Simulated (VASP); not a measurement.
Here is a VASP 6.6.1 calculation.

INCAR

```
ALGO     = Fast           # electronic algorithm
EDIFF    = 1E-7           # SCF threshold, eV
EDIFFG   = -0.005         # ionic threshold
ENCUT    = 600            # plane-wave cutoff, eV
GGA      = PS             # functional
IBRION   = 2              # ionic algorithm
ISIF     = 3              # what is computed and relaxed
ISMEAR   = 0              # smearing method
LASPH    = T              # aspherical terms in the spheres
LCHARG   = F              # write CHGCAR
LREAL    = F              # projectors in reciprocal space
LWAVE    = F              # write WAVECAR
NELM     = 60             # most SCF steps
NSW      = 90             # ionic steps
PREC     = Accurate       # precision mode
SIGMA    = 0.1            # smearing width, eV
```

Contents of KPOINTS:

```
k-points
0
Gamma
  16 16 16
```

Contents of POSCAR:

```
TaC
1.0
    0.0000000000      2.2338976900      2.2338976900
    2.2338976900      0.0000000000      2.2338976900
    2.2338976900      2.2338976900      0.0000000000
Ta C
1 1
Direct
    0.0000000000      0.0000000000      0.0000000000
    0.5000000000      0.5000000000      0.5000000000
```

Potentials or basis: VASP PAW PBE potentials, release 64 (Ta_pv, C).

Command:

```bash
$ cat potpaw_PBE.64/Ta_pv/POTCAR potpaw_PBE.64/C/POTCAR > POTCAR
$ mpirun -np 1 vasp_std > vasp.out
```

Question: Estimate the relaxed volume.

Answer: 10.96 Å³/atom.

Question: What does it give for the band gap on the k mesh?

Answer: None (metal or under the smearing width).

Step by step:
| step | energy change (eV) | largest force (eV/Å) | pressure (GPa) | volume (Å³) |
| --- | --- | --- | --- | --- |
| 1 | 0.0000 | 0.0000 | -5.59 | 22.30 |
| 2 | 0.0324 | 0.0000 | 15.03 | 21.06 |
| 3 | -0.0066 | 0.0000 | -0.08 | 21.93 |
| 4 | -0.0066 | 0.0000 | 0.03 | 21.92 |

Caveat: the PAW data sets were made with another functional, which shifts forces and pressure a little. The run has no spin-orbit coupling, so splittings on Ta are missing.
